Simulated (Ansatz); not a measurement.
# Ag under changes of volume

One of the cells (17.048 Å³/atom); the others are scaled copies at fixed shape and fractional positions:

```
Ag
1.0
     0.00000    2.04275    2.04275
     2.04275    0.00000    2.04275
     2.04275    2.04275    0.00000
Ag
1
Direct
  0.00000 0.00000 0.00000
```

| Property | Result |
| --- | --- |
| Program | Ansatz 0.2.0 |
| Functional | LDA |
| Potentials or basis | all-electron LAPW, scalar-relativistic |
| Cutoff | 240 eV (chosen from the basis error) |
| Basis error allowed | 0.001 eV/atom |
| k mesh | 11 × 11 × 11 |
| Occupations | fermi-dirac, width 0.025 eV |
| Spin | collinear spin, random start |
| Starting moments | [-0.36] μB |

```csv
volume (Å³/atom),energy over the lowest point (meV/atom),pressure (GPa)
16.025,0.00,-0.5
16.366,?,?
16.707,13.69,-5.6
17.048,27.98,-7.7
17.389,46.32,-9.4
17.730,68.14,-10.9
18.071,92.80,-12.1
```

Q: What does the run at 16.366 Å³/atom give?

A: Energy over the lowest point 4.12 meV/atom; pressure -3.2 GPa.

Worked out: A Birch-Murnaghan fit of order 3 (a polynomial in V^(-2/3)) to the other rows has its minimum at 15.97 Å³/atom, just outside them, with B0 = V·E''(V) = 144 GPa and B' = 6.1. It gives 4.09 meV/atom at 16.366 Å³/atom, against the run's 4.12, and -dE/dV = -3.3 GPa, against -3.2.

Energies are extrapolated to zero smearing.

Caveats: the starting moments weren't kept.
